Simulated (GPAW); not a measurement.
Nd:

```
Nd
1.0
    -2.07547    2.07547    2.07547
     2.07547   -2.07547    2.07547
     2.07547    2.07547   -2.07547
Nd
1
Direct
  0.00000 0.00000 0.00000
```

This isn't the form of Nd at room conditions, which is double hcp.

Base run:

| Property | Result |
| --- | --- |
| Program | GPAW 26.7.0 |
| Functional | PBE |
| Potentials or basis | GPAW PAW data sets (gpaw-data 1.2.1) |
| Cutoff | 800 eV |
| Basis | pw |
| k mesh | 9 × 9 × 9 |
| Occupations | fermi-dirac, width 0.05 eV |
| Spin | collinear spin, ferromagnetic start |
| Starting moments | [3.0] μB |
| Hubbard terms | Nd f U = 8 eV |

Its results: band gap on the k mesh none (metal or under the smearing width); pressure 0.4 GPa; net moment 3.76 μB per cell; site moments Nd +3.14 μB.

The run is repeated on the same cell with these changes: hubbard terms from Nd f U = 8 eV to none. What comes out?

Band gap on the k mesh none (metal or under the smearing width); pressure -1.7 GPa; net moment 4.11 μB per cell; site moments Nd +3.39 μB.

Caveats: one-centre terms of the f shell are cut off; the magnetic or orbital state may not be the lowest; spin-orbit coupling is left out, which moves the levels of the heavy elements.
